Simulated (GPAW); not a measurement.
# LiF (Pm-3m) in GPAW: settings compared

One crystal, LiF, is run at these levels: LDA, PBE; tasks: relaxation of cell and atoms, single point.

Everything below comes from runs of GPAW 26.7.0. Logs are shortened: lines on timing, memory, paths and dates and some standing lists are left out, and cuts for length are marked. The log counts tension as positive stress, the text compression.

**1. The structure**

It takes space group Pm-3m (No. 221, cubic). The conventional cell has a = 2.560 Å, b = 2.560 Å, c = 2.560 Å, α = 90.00°, β = 90.00°, γ = 90.00°. Around F (site symmetry m-3m) lie 8 Li at 2.22 Å. Li (site symmetry m-3m) is surrounded by 8 F at 2.22 Å.

Measurements of this composition are mostly on another form, of space group No. 225.

**2. Relaxation of cell and atoms, LDA**

run.py reads:

```python
from ase.filters import FrechetCellFilter
from ase.io import read, write
from ase.optimize import FIRE
from gpaw import GPAW, PW

atoms = read('POSCAR')

calc = GPAW(mode=PW(800),
            xc='LDA',
            kpts={'size': (10, 10, 10), 'gamma': True},
            occupations={'name': 'methfessel-paxton', 'order': 0, 'width': 0.1},
            nbands=11,
            convergence={'density': 1e-05, 'forces': 0.0001},
            maxiter=150,
            txt='gpaw.txt')
atoms.calc = calc
opt = FIRE(FrechetCellFilter(atoms), trajectory='relax.traj', logfile='-')
done = opt.run(fmax=0.02, steps=60)
calc.write('gs.gpw')
write('result.traj', atoms)
print('Converged:', done)
print('Cell:', atoms.cell.cellpar().round(4))
print('Volume:', round(atoms.get_volume(), 4))
print(atoms.get_scaled_positions().round(5))
```

POSCAR reads:

```
LiF
1.0
    2.5595330000      0.0000000000      0.0000000000
    0.0000000000      2.5595330000      0.0000000000
    0.0000000000      0.0000000000      2.5595330000
F Li
1 1
Direct
    0.5000000000      0.5000000000      0.5000000000
    0.0000000000      0.0000000000      0.0000000000
```

Potentials or basis: the program's PAW data sets (release 1.2.1) made for this functional, pw.

On the command line:

```console
$ OMP_NUM_THREADS=1 python run.py
```

gpaw.txt:

```text
__  _  _
 | _ |_)|_||  |
 |__||  | ||/\| - 26.7.0

Input parameters:
  mode=PW(ecut=800.0),
  convergence={'density': 1e-05, 'forces': 0.0001},
  kpts=MonkhorstPack(size=(10, 10, 10), gamma=True),
  maxiter=150,
  nbands=11,
  occupations=Occupations(name='methfessel-paxton', order=0, width=0.1),
  xc=XC(name='LDA')

Diagonalizing LCAO Hamiltonian
Converting LCAO to pw mode
   .-----.
  /|     |
 * |     |
 | .-F---.
 |/     /
 Li----*

Atoms  # Å, Bohr magnetons
|   | symbol |        x |        y |        z |    initial magnetic moments |
|---|--------|----------|----------|----------|-----------------------------|
| 0 |      F | 1.279767 | 1.279767 | 1.279767 | ( 0.0000,  0.0000,  0.0000) |
| 1 |     Li | 0.000000 | 0.000000 | 0.000000 | ( 0.0000,  0.0000,  0.0000) |

Unit cell  # Å
| periodic |        x |        y |        z |  lengths |    angles |
|----------|----------|----------|----------|----------|-----------|
|      yes | 2.559533 | 0.000000 | 0.000000 | 2.559533 | 90.000000 |
|      yes | 0.000000 | 2.559533 | 0.000000 | 2.559533 | 90.000000 |
|      yes | 0.000000 | 0.000000 | 2.559533 | 2.559533 | 90.000000 |
[... 185 lines left out ...]
SCF iterations
|iter     | |      energy | eigst |  dens |force |
|---------|-|-------------|-------|-------|------|
|iter:   1| |   -9.964418 | -0.53 |       |      |
|iter:   2| |   -9.921268 | -2.76 | -1.13 |      |
|iter:   3| |   -9.792627 | -1.41 | -1.17 |      |
|iter:   4| |   -9.790801 | -3.67 | -1.60 |      |
|iter:   5| |   -9.790698c| -4.15 | -1.93 |      |
|iter:   6| |   -9.790703c| -6.59 | -3.06 |      |
|iter:   7| |   -9.790704c| -6.85 | -3.40 |      |
|iter:   8| |   -9.790704c| -8.34c| -5.11c|      |
|iter:   9| |   -9.790704c| -9.50c| -5.51c|-24.26c|

Converged in 9 steps
Energy contributions relative to reference atoms: (reference = -2898.567588)

Energy contributions:
  Kinetic:           9.067573
  Coulomb:          -8.997217
  Zero:              0.069133
  External:          0.000000
  Xc:               -9.930193
  Entropy:           0.000000
  Spinorbit:         0.000000
  ----------------------------
  Free energy:      -9.790704
  Extrapolated:     -9.790704
[... 26 lines left out ...]
Stress tensor  # eV/Ang^3
|        x |        y |        z |
|----------|----------|----------|
| 0.051239 | 0.000000 | 0.000000 |
| 0.000000 | 0.051239 | 0.000000 |
| 0.000000 | 0.000000 | 0.051239 |

Forces  # eV/Ang
|       x |       y |       z |
|---------|---------|---------|
| 0.00000 | 0.00000 | 0.00000 |  # F    0
| 0.00000 | 0.00000 | 0.00000 |  # Li   1

Interpolating wave functions to new cell

           F

       Li

Atoms  # Å, Bohr magnetons
|   | symbol |        x |        y |        z |    initial magnetic moments |
|---|--------|----------|----------|----------|-----------------------------|
| 0 |      F | 1.277021 | 1.277021 | 1.277021 | ( 0.0000,  0.0000,  0.0000) |
| 1 |     Li | 0.000000 | 0.000000 | 0.000000 | ( 0.0000,  0.0000,  0.0000) |

Unit cell  # Å
| periodic |         x |         y |        z |  lengths |    angles |
|----------|-----------|-----------|----------|----------|-----------|
|      yes |  2.554041 | -0.000000 | 0.000000 | 2.554041 | 90.000000 |
|      yes | -0.000000 |  2.554041 | 0.000000 | 2.554041 | 90.000000 |
|      yes |  0.000000 |  0.000000 | 2.554041 | 2.554041 | 90.000000 |

Number of symmetries: 48
Symmetry operations  # r_c * U_cc + t_c -> r_c
|    | kind |            matrix            |
|----|------|------------------------------|
|  0 |  E   |  1, 0, 0,  0, 1, 0,  0, 0, 1 |
|  1 |  σ   |  1, 0, 0,  0, 1, 0,  0, 0,-1 |
|  2 |  σ   |  1, 0, 0,  0, 0, 1,  0, 1, 0 |
|  3 |  C4  |  1, 0, 0,  0, 0, 1,  0,-1, 0 |
|  4 |  C4  |  1, 0, 0,  0, 0,-1,  0, 1, 0 |
|  5 |  σ   |  1, 0, 0,  0, 0,-1,  0,-1, 0 |
|  6 |  σ   |  1, 0, 0,  0,-1, 0,  0, 0, 1 |
|  7 |  C2  |  1, 0, 0,  0,-1, 0,  0, 0,-1 |
|  8 |  σ   |  0, 1, 0,  1, 0, 0,  0, 0, 1 |
|  9 |  C2  |  0, 1, 0,  1, 0, 0,  0, 0,-1 |
| 10 |  C3  |  0, 1, 0,  0, 0, 1,  1, 0, 0 |
| 11 |  S6  |  0, 1, 0,  0, 0, 1, -1, 0, 0 |
| 12 |  S6  |  0, 1, 0,  0, 0,-1,  1, 0, 0 |
| 13 |  C3  |  0, 1, 0,  0, 0,-1, -1, 0, 0 |
[... 166 lines left out ...]
SCF iterations
|iter     | |      energy | eigst |  dens |force |
|---------|-|-------------|-------|-------|------|
|iter:   1| |   -9.798290 | -2.03 |       |      |
|iter:   2| |   -9.797317 | -4.46 | -2.10 |      |
|iter:   3| |   -9.794805c| -2.91 | -2.17 |      |
|iter:   4| |   -9.794843c| -5.56 | -3.19 |      |
|iter:   5| |   -9.794863c| -6.30 | -3.43 |      |
|iter:   6| |   -9.794863c| -8.92c| -4.71 |      |
|iter:   7| |   -9.794863c| -7.77c| -5.09c|      |
|iter:   8| |   -9.794863c| -9.85c| -6.69c|-24.24c|

Converged in 8 steps
Energy contributions relative to reference atoms: (reference = -2898.567588)

Energy contributions:
  Kinetic:           9.215787
  Coulomb:          -9.103670
  Zero:              0.068752
  External:          0.000000
  Xc:               -9.975732
  Entropy:           0.000000
  Spinorbit:         0.000000
  ----------------------------
  Free energy:      -9.794863
  Extrapolated:     -9.794863
[... 26 lines left out ...]
Stress tensor  # eV/Ang^3
|        x |        y |        z |
|----------|----------|----------|
| 0.048961 | 0.000000 | 0.000000 |
| 0.000000 | 0.048961 | 0.000000 |
| 0.000000 | 0.000000 | 0.048961 |

Forces  # eV/Ang
|       x |       y |       z |
|---------|---------|---------|
| 0.00000 | 0.00000 | 0.00000 |  # F    0
| 0.00000 | 0.00000 | 0.00000 |  # Li   1

Interpolating wave functions to new cell

           F

       Li

Atoms  # Å, Bohr magnetons
|   | symbol |        x |        y |        z |    initial magnetic moments |
|---|--------|----------|----------|----------|-----------------------------|
| 0 |      F | 1.271685 | 1.271685 | 1.271685 | ( 0.0000,  0.0000,  0.0000) |
| 1 |     Li | 0.000000 | 0.000000 | 0.000000 | ( 0.0000,  0.0000,  0.0000) |
[... 533 lines left out ...]
Atoms  # Å, Bohr magnetons
|   | symbol |        x |        y |        z |    initial magnetic moments |
|---|--------|----------|----------|----------|-----------------------------|
| 0 |      F | 1.254618 | 1.254618 | 1.254618 | ( 0.0000,  0.0000,  0.0000) |
| 1 |     Li | 0.000000 | 0.000000 | 0.000000 | ( 0.0000,  0.0000,  0.0000) |

Unit cell  # Å
| periodic |         x |         y |        z |  lengths |    angles |
|----------|-----------|-----------|----------|----------|-----------|
|      yes |  2.509237 | -0.000000 | 0.000000 | 2.509237 | 90.000000 |
|      yes | -0.000000 |  2.509237 | 0.000000 | 2.509237 | 90.000000 |
|      yes |  0.000000 |  0.000000 | 2.509237 | 2.509237 | 90.000000 |

Number of symmetries: 48
Symmetry operations  # r_c * U_cc + t_c -> r_c
|    | kind |            matrix            |
|----|------|------------------------------|
|  0 |  E   |  1, 0, 0,  0, 1, 0,  0, 0, 1 |
|  1 |  σ   |  1, 0, 0,  0, 1, 0,  0, 0,-1 |
|  2 |  σ   |  1, 0, 0,  0, 0, 1,  0, 1, 0 |
|  3 |  C4  |  1, 0, 0,  0, 0, 1,  0,-1, 0 |
|  4 |  C4  |  1, 0, 0,  0, 0,-1,  0, 1, 0 |
|  5 |  σ   |  1, 0, 0,  0, 0,-1,  0,-1, 0 |
|  6 |  σ   |  1, 0, 0,  0,-1, 0,  0, 0, 1 |
|  7 |  C2  |  1, 0, 0,  0,-1, 0,  0, 0,-1 |
|  8 |  σ   |  0, 1, 0,  1, 0, 0,  0, 0, 1 |
|  9 |  C2  |  0, 1, 0,  1, 0, 0,  0, 0,-1 |
| 10 |  C3  |  0, 1, 0,  0, 0, 1,  1, 0, 0 |
| 11 |  S6  |  0, 1, 0,  0, 0, 1, -1, 0, 0 |
| 12 |  S6  |  0, 1, 0,  0, 0,-1,  1, 0, 0 |
| 13 |  C3  |  0, 1, 0,  0, 0,-1, -1, 0, 0 |
[... 219 lines left out ...]
Stress tensor  # eV/Ang^3
|        x |        y |        z |
|----------|----------|----------|
| 0.027086 | 0.000000 | 0.000000 |
| 0.000000 | 0.027086 | 0.000000 |
| 0.000000 | 0.000000 | 0.027086 |

Forces  # eV/Ang
|       x |        y |        z |
|---------|----------|----------|
| 0.00000 | -0.00000 | -0.00000 |  # F    0
| 0.00000 |  0.00000 |  0.00000 |  # Li   1

Interpolating wave functions to new cell

           F

       Li

Atoms  # Å, Bohr magnetons
|   | symbol |        x |        y |        z |    initial magnetic moments |
|---|--------|----------|----------|----------|-----------------------------|
| 0 |      F | 1.243908 | 1.243908 | 1.243908 | ( 0.0000,  0.0000,  0.0000) |
| 1 |     Li | 0.000000 | 0.000000 | 0.000000 | ( 0.0000,  0.0000,  0.0000) |
[... 245 lines left out ...]
Stress tensor  # eV/Ang^3
|         x |         y |        z |
|-----------|-----------|----------|
|  0.014360 | -0.000000 | 0.000000 |
| -0.000000 |  0.014360 | 0.000000 |
|  0.000000 |  0.000000 | 0.014360 |

Forces  # eV/Ang
|        x |        y |       z |
|----------|----------|---------|
| -0.00000 | -0.00000 | 0.00000 |  # F    0
| -0.00000 | -0.00000 | 0.00000 |  # Li   1

Interpolating wave functions to new cell

           F

       Li

Atoms  # Å, Bohr magnetons
|   | symbol |        x |        y |        z |    initial magnetic moments |
|---|--------|----------|----------|----------|-----------------------------|
| 0 |      F | 1.232608 | 1.232608 | 1.232608 | ( 0.0000,  0.0000,  0.0000) |
| 1 |     Li | 0.000000 | 0.000000 | 0.000000 | ( 0.0000,  0.0000,  0.0000) |

Unit cell  # Å
| periodic |         x |        y |        z |  lengths |    angles |
|----------|-----------|----------|----------|----------|-----------|
|      yes |  2.465216 | 0.000000 | 0.000000 | 2.465216 | 90.000000 |
|      yes | -0.000000 | 2.465216 | 0.000000 | 2.465216 | 90.000000 |
|      yes |  0.000000 | 0.000000 | 2.465216 | 2.465216 | 90.000000 |

Number of symmetries: 48
Symmetry operations  # r_c * U_cc + t_c -> r_c
|    | kind |            matrix            |
|----|------|------------------------------|
|  0 |  E   |  1, 0, 0,  0, 1, 0,  0, 0, 1 |
|  1 |  σ   |  1, 0, 0,  0, 1, 0,  0, 0,-1 |
|  2 |  σ   |  1, 0, 0,  0, 0, 1,  0, 1, 0 |
|  3 |  C4  |  1, 0, 0,  0, 0, 1,  0,-1, 0 |
|  4 |  C4  |  1, 0, 0,  0, 0,-1,  0, 1, 0 |
|  5 |  σ   |  1, 0, 0,  0, 0,-1,  0,-1, 0 |
|  6 |  σ   |  1, 0, 0,  0,-1, 0,  0, 0, 1 |
|  7 |  C2  |  1, 0, 0,  0,-1, 0,  0, 0,-1 |
|  8 |  σ   |  0, 1, 0,  1, 0, 0,  0, 0, 1 |
|  9 |  C2  |  0, 1, 0,  1, 0, 0,  0, 0,-1 |
| 10 |  C3  |  0, 1, 0,  0, 0, 1,  1, 0, 0 |
| 11 |  S6  |  0, 1, 0,  0, 0, 1, -1, 0, 0 |
| 12 |  S6  |  0, 1, 0,  0, 0,-1,  1, 0, 0 |
| 13 |  C3  |  0, 1, 0,  0, 0,-1, -1, 0, 0 |
[... 212 lines left out ...]
Gap: 8.264 eV
Transition (v -> c):
  (s=0, k=50, n=3, [0.50, 0.50, 0.00]) -> (s=0, k=0, n=4, [0.00, 0.00, 0.00])
Direct/indirect transitions are different
Direct gap: 9.076 eV
Transition at: (s=0, k=0, n=3, [0.00, 0.00, 0.00])

Stress tensor  # eV/Ang^3
|         x |         y |         z |
|-----------|-----------|-----------|
| -0.000918 | -0.000000 |  0.000000 |
| -0.000000 | -0.000918 |  0.000000 |
|  0.000000 |  0.000000 | -0.000918 |

Forces  # eV/Ang
|       x |        y |       z |
|---------|----------|---------|
| 0.00000 | -0.00000 | 0.00000 |  # F    0
| 0.00000 |  0.00000 | 0.00000 |  # Li   1

# Writing to gs.gpw (mode='')
```

It took 67 s on 1 thread of Arm Neoverse V1, shared host; peak memory 0.18 GiB.

Results:

```yaml
Free_energy: -9.8174 eV
Relaxed_volume: 7.49 Å³/atom
Relaxed_cell: a = 2.465 Å, b = 2.465 Å, c = 2.465 Å, α = 90.00°, β = 90.00°, γ = 90.00°
Space_group_after_relaxing_to_0.05_Å: Pm-3m (No. 221)
Energy_gained_by_relaxing: 13.3 meV/atom
Ionic_steps: 7
Pressure_after_relaxing: 0.1 GPa
Band_gap_on_the_k_mesh: 8.26 eV, indirect (least direct gap 9.08 eV)
```

Step by step:
```csv
step,energy change (eV),largest force (eV/Å),pressure (GPa),volume (Å³)
1,0.0000,0.0000,-8.21,16.77
2,-0.0042,0.0000,-7.84,16.66
3,-0.0112,0.0000,-7.09,16.45
4,-0.0195,0.0000,-5.93,16.16
5,-0.0264,0.0000,-4.34,15.80
6,-0.0296,0.0000,-2.30,15.40
7,-0.0267,0.0000,0.15,14.98
```

Final structure:
```
F Li
1.0
     2.46522    0.00000    0.00000
     0.00000    2.46522    0.00000
     0.00000    0.00000    2.46522
F Li
1 1
Direct
  0.50000 0.50000 0.50000
  0.00000 0.00000 0.00000
```

Levels at points of the mesh, in eV from the valence-band top:
| k point | band 2 | band 3 | band 4 | band 5 | band 6 | band 7 |
| --- | --- | --- | --- | --- | --- | --- |
| (0.00, 0.00, 0.00) | -0.81 | -0.81 | -0.81 | 8.26 | 19.36 | 19.36 |
| (0.50, 0.00, 0.00) | -4.31 | -0.33 | -0.33 | 9.35 | 15.02 | 21.05 |
| (0.50, 0.50, 0.00) | -3.89 | -3.89 | 0.00 | 13.80 | 14.18 | 14.18 |
| (0.50, 0.50, 0.50) | -2.67 | -2.67 | -2.67 | 10.94 | 10.94 | 10.94 |

Caveat: the data sets keep Ga 3d, Li 1s and Be 1s frozen, and some such compounds lay over 1.5 % in volume off other programs; later steps reuse the first step's grids. A k mesh can miss the band edges.

**3. Single point, PBE**

run.py reads:

```python
from ase import Atoms
from ase.dft.bandgap import bandgap
from ase.io import write
from ase.units import GPa
from gpaw import GPAW, PW

atoms = Atoms(['F', 'Li'],
              cell=[[2.559533, 0.0, 0.0],
                    [0.0, 2.559533, 0.0],
                    [0.0, 0.0, 2.559533]],
              scaled_positions=[[0.5, 0.5, 0.5],
                                [0.0, 0.0, 0.0]],
              pbc=True)

calc = GPAW(mode=PW(800),
            xc='PBE',
            kpts={'size': (10, 10, 10), 'gamma': True},
            occupations={'name': 'methfessel-paxton', 'order': 0, 'width': 0.05},
            nbands=11,
            convergence={'density': 1e-05, 'energy': 1e-05},
            maxiter=150,
            txt='gpaw.txt')
atoms.calc = calc
energy = atoms.get_potential_energy()
forces = atoms.get_forces()
stress = atoms.get_stress()
calc.write('gs.gpw')
write('result.traj', atoms)
print(f'Energy: {energy:.6f} eV')
print('Forces (eV/A):')
print(forces.round(4))
print('Stress (GPa):', (stress / GPa).round(3))
print('Fermi level:', round(calc.get_fermi_level(), 4), 'eV')
print(f'Gap: {bandgap(calc)[0]:.4f} eV, direct: {bandgap(calc, direct=True)[0]:.4f} eV')
```

Potentials or basis: GPAW PAW data sets (gpaw-data 1.2.1), pw.

On the command line:

```console
$ OMP_NUM_THREADS=1 python run.py
```

gpaw.txt:

```text
__  _  _
 | _ |_)|_||  |
 |__||  | ||/\| - 26.7.0

Input parameters:
  mode=PW(ecut=800.0),
  convergence={'density': 1e-05, 'energy': 1e-05},
  kpts=MonkhorstPack(size=(10, 10, 10), gamma=True),
  maxiter=150,
  nbands=11,
  occupations=Occupations(name='methfessel-paxton', order=0, width=0.05),
  xc=XC(name='PBE')

Diagonalizing LCAO Hamiltonian
Converting LCAO to pw mode
   .-----.
  /|     |
 * |     |
 | .-F---.
 |/     /
 Li----*

Atoms  # Å, Bohr magnetons
|   | symbol |        x |        y |        z |    initial magnetic moments |
|---|--------|----------|----------|----------|-----------------------------|
| 0 |      F | 1.279767 | 1.279767 | 1.279767 | ( 0.0000,  0.0000,  0.0000) |
| 1 |     Li | 0.000000 | 0.000000 | 0.000000 | ( 0.0000,  0.0000,  0.0000) |

Unit cell  # Å
| periodic |        x |        y |        z |  lengths |    angles |
|----------|----------|----------|----------|----------|-----------|
|      yes | 2.559533 | 0.000000 | 0.000000 | 2.559533 | 90.000000 |
|      yes | 0.000000 | 2.559533 | 0.000000 | 2.559533 | 90.000000 |
|      yes | 0.000000 | 0.000000 | 2.559533 | 2.559533 | 90.000000 |

Number of symmetries: 48
Symmetry operations  # r_c * U_cc + t_c -> r_c
|    | kind |            matrix            |
|----|------|------------------------------|
|  0 |  E   |  1, 0, 0,  0, 1, 0,  0, 0, 1 |
|  1 |  σ   |  1, 0, 0,  0, 1, 0,  0, 0,-1 |
|  2 |  σ   |  1, 0, 0,  0, 0, 1,  0, 1, 0 |
|  3 |  C4  |  1, 0, 0,  0, 0, 1,  0,-1, 0 |
[... 170 lines left out ...]
- Maximum [total energy] change in last 3 cyles: 1e-05 eV / valence electron
- Maximum integral of absolute [eigenst]ate change: 4e-08 eV^2 / valence electron
maximum number of iterations: 150

SCF iterations
|iter     | |      energy | eigst |  dens |
|---------|-|-------------|-------|-------|
|iter:   1| |   -9.171090 | -0.63 |       |
|iter:   2| |   -9.119686 | -2.70 | -1.09 |
|iter:   3| |   -8.975203 | -1.20 | -1.13 |
|iter:   4| |   -8.978607 | -4.00 | -1.57 |
|iter:   5| |   -8.980964 | -3.71 | -1.88 |
|iter:   6| |   -8.980989 | -5.68 | -3.02 |
|iter:   7| |   -8.980997c| -6.11 | -3.36 |
|iter:   8| |   -8.980997c| -7.78c| -4.73 |
|iter:   9| |   -8.980997c| -7.80c| -5.08c|

Converged in 9 steps
Energy contributions relative to reference atoms: (reference = -2916.868605)

Energy contributions:
  Kinetic:           9.942639
  Coulomb:          -9.627198
  Zero:              0.091712
  External:          0.000000
  Xc:               -9.388150
  Entropy:           0.000000
  Spinorbit:         0.000000
  ----------------------------
  Free energy:      -8.980997
  Extrapolated:     -8.980997

dipole moment: (-1.472498, -1.472498, -1.472498)  # |e|*Ang

Fermi level: 3.189
Eigenvalues  # (at kpt = [0.000, 0.000, 0.000])
| band index |      eig [eV] | occ [0-2] |
|------------|---------------|-----------|
|          0 |       -20.429 |     2.000 |
|          1 |        -0.273 |     2.000 |
|          2 |        -0.273 |     2.000 |
|          3 |        -0.273 |     2.000 |
|          4 |         7.870 |     0.000 |
|          5 |        19.394 |     0.000 |
|          6 |        19.394 |     0.000 |
|          7 |        21.411 |     0.000 |
|          8 |        21.411 |     0.000 |
|          9 |        21.411 |     0.000 |
|         10 |        39.119 |     0.000 |

Gap: 7.474 eV
Transition (v -> c):
  (s=0, k=50, n=3, [0.50, 0.50, 0.00]) -> (s=0, k=0, n=4, [0.00, 0.00, 0.00])
Direct/indirect transitions are different
Direct gap: 8.143 eV
Transition at: (s=0, k=0, n=3, [0.00, 0.00, 0.00])

Forces  # eV/Ang
|        x |        y |       z |
|----------|----------|---------|
| -0.00000 | -0.00000 | 0.00000 |  # F    0
|  0.00000 |  0.00000 | 0.00000 |  # Li   1

Stress tensor  # eV/Ang^3
|        x |        y |        z |
|----------|----------|----------|
| 0.007519 | 0.000000 | 0.000000 |
| 0.000000 | 0.007519 | 0.000000 |
| 0.000000 | 0.000000 | 0.007519 |

# Writing to gs.gpw (mode='')
```

stdout:

```text
Energy: -8.980997 eV
Forces (eV/A):
[[-0. -0.  0.]
 [ 0.  0.  0.]]
Stress (GPa): [1.205 1.205 1.205 0.    0.    0.   ]
Fermi level: 3.189 eV
Gap: 7.4737 eV, direct: 8.1432 eV
```

Wall time 11 s (1 thread of Arm Neoverse V1, shared host); peak memory 0.14 GiB.

What came out:

```yaml
Free_energy: -8.9810 eV
Pressure: -1.2 GPa
Band_gap_on_the_k_mesh: 7.47 eV, indirect (least direct gap 8.14 eV)
```

Levels at points of the mesh, in eV from the valence-band top:
| k point | band 1 | band 2 | band 3 | band 4 | band 5 | band 6 | band 7 |
| --- | --- | --- | --- | --- | --- | --- | --- |
| (0.00, 0.00, 0.00) | -20.83 | -0.67 | -0.67 | -0.67 | 7.47 | 19.00 | 19.00 |
| (0.50, 0.00, 0.00) | -20.35 | -3.68 | -0.27 | -0.27 | 9.11 | 14.00 | 20.38 |
| (0.50, 0.50, 0.00) | -19.83 | -3.24 | -3.24 | 0.00 | 13.35 | 13.66 | 13.66 |
| (0.50, 0.50, 0.50) | -19.40 | -2.24 | -2.24 | -2.24 | 11.11 | 11.11 | 11.11 |

Caveat: the data sets keep Ga 3d, Li 1s and Be 1s frozen, and some such compounds lay over 1.5 % in volume off other programs. A k mesh can miss the band edges.
